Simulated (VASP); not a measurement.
Crystal: Au.

```
CELL_PARAMETERS angstrom
0.00000 2.03500 2.03500
2.03500 0.00000 2.03500
2.03500 2.03500 0.00000
ATOMIC_POSITIONS crystal
Au 0.00000 0.00000 0.00000
```

Base run:

| Item | Value |
| --- | --- |
| Program | VASP 6.6.1 |
| Functional | TPSS |
| Potentials or basis | VASP PAW PBE potentials, release 64 (Au) |
| Cutoff | 520 eV |
| k mesh | 11 × 11 × 11 |
| Occupations | fermi-dirac, width 0.05 eV |
| Spin | no spin polarisation |

Its results: pressure 6.3 GPa.

Task: The run is repeated on the same cell with these changes: functional from TPSS to revTPSS. What comes out?

Result: Pressure 1.9 GPa.

Caveats: the PAW data sets were made with another functional, which shifts forces and pressure a little.

Not every run made on this cell is shown here.
